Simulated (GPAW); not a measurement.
Input of a GPAW 26.7.0 run:

File run.py:

```python
from ase.dft.bandgap import bandgap
from ase.io import read, write
from gpaw import GPAW, PW
from gpaw.response.df import DielectricFunction

atoms = read('W.xyz')

calc = GPAW(mode=PW(500),
            xc='RPBE',
            kpts={'size': (9, 9, 9), 'gamma': True},
            occupations={'name': 'fermi-dirac', 'width': 0.05},
            nbands=16,
            convergence={'density': 1e-06},
            maxiter=150,
            txt='gpaw.txt')
atoms.calc = calc
energy = atoms.get_potential_energy()
calc.write('gs.gpw')
write('result.traj', atoms)
print(f'Energy: {energy:.6f} eV')
print('Fermi level:', round(calc.get_fermi_level(), 4), 'eV')
print(f'Gap: {bandgap(calc)[0]:.4f} eV, direct: {bandgap(calc, direct=True)[0]:.4f} eV')

dense = calc.fixed_density(kpts={'size': (28, 28, 28), 'gamma': True},
                           nbands=23, convergence={'bands': 17, 'eigenstates': 1e-7},
                           update_fermi_level=True, txt='dense.txt')
dense.write('dense.gpw', mode='all')

df = DielectricFunction('dense.gpw', frequencies={'type': 'nonlinear', 'domega0': 0.05, 'omega2': 10},
                        eta=0.1, ecut=50, nbands=17, rate='eta', txt='df.txt')
for direction in ['x']:
    df.get_dielectric_function(xc='RPA', direction=direction, filename=f'df_{direction}.csv')
```

W.xyz

```xyz
1
Lattice="0.0000000000 2.0300000000 2.0300000000 2.0300000000 0.0000000000 2.0300000000 2.0300000000 2.0300000000 0.0000000000" Properties=species:S:1:pos:R:3 pbc="T T T"
W      0.0000000000      0.0000000000      0.0000000000
```

Potentials or basis: the program's PAW data sets (release 1.2.1) made for this functional, pw.

Launch:

```bash
$ OMP_NUM_THREADS=1 python run.py
```

Estimate the band gap on the k mesh.

none (metal or under the smearing width).

Dielectric function (mean over the directions given):
| energy (eV) | real part | imaginary part |
| --- | --- | --- |
| 0.51 | -125.50 | 80.45 |
| 0.88 | -28.93 | 29.18 |
| 1.43 | 0.29 | 24.77 |
| 1.89 | 0.96 | 23.21 |
| 2.42 | 3.99 | 19.55 |
| 2.79 | -2.99 | 22.54 |
| 3.30 | -3.28 | 13.85 |
| 3.76 | 1.31 | 11.27 |
| 4.30 | 4.53 | 13.98 |
| 4.79 | 0.84 | 18.01 |
| 5.16 | -4.82 | 16.40 |
| 5.68 | -7.77 | 11.20 |
| 6.15 | -6.69 | 6.78 |
| 6.63 | -4.42 | 4.70 |
| 7.12 | -2.87 | 4.00 |
| 7.55 | -2.16 | 3.81 |
| 8.07 | -1.51 | 3.65 |
| 8.52 | -1.62 | 3.01 |
| 9.08 | -0.13 | 2.51 |
| 9.56 | 2.05 | 3.74 |
| 9.96 | 0.83 | 6.65 |
| 10.46 | -2.05 | 5.84 |
| 10.88 | -2.39 | 4.14 |
| 11.41 | -2.29 | 3.14 |
| 11.96 | -1.93 | 2.77 |
| 12.30 | -1.47 | 2.29 |
| 12.77 | -1.28 | 2.10 |
| 13.36 | -0.55 | 2.21 |
| 13.85 | -0.71 | 2.79 |
| 14.35 | -1.33 | 2.82 |
| 14.73 | -1.64 | 2.39 |
| 15.26 | -1.50 | 1.68 |
| 15.80 | -1.03 | 1.49 |
| 16.36 | -1.02 | 1.45 |
| 16.93 | -0.93 | 1.46 |
| 17.36 | -0.99 | 1.42 |
| 17.96 | -1.08 | 1.22 |
| 18.58 | -1.08 | 0.81 |
| 19.22 | -0.81 | 0.63 |
| 19.87 | -0.65 | 0.47 |

Caveat: the intraband term hangs on this k mesh; the long-wavelength limit can be off by several per cent where d states take part; independent-particle spectra lack excitons. The run has no spin-orbit coupling, so splittings on W are missing.
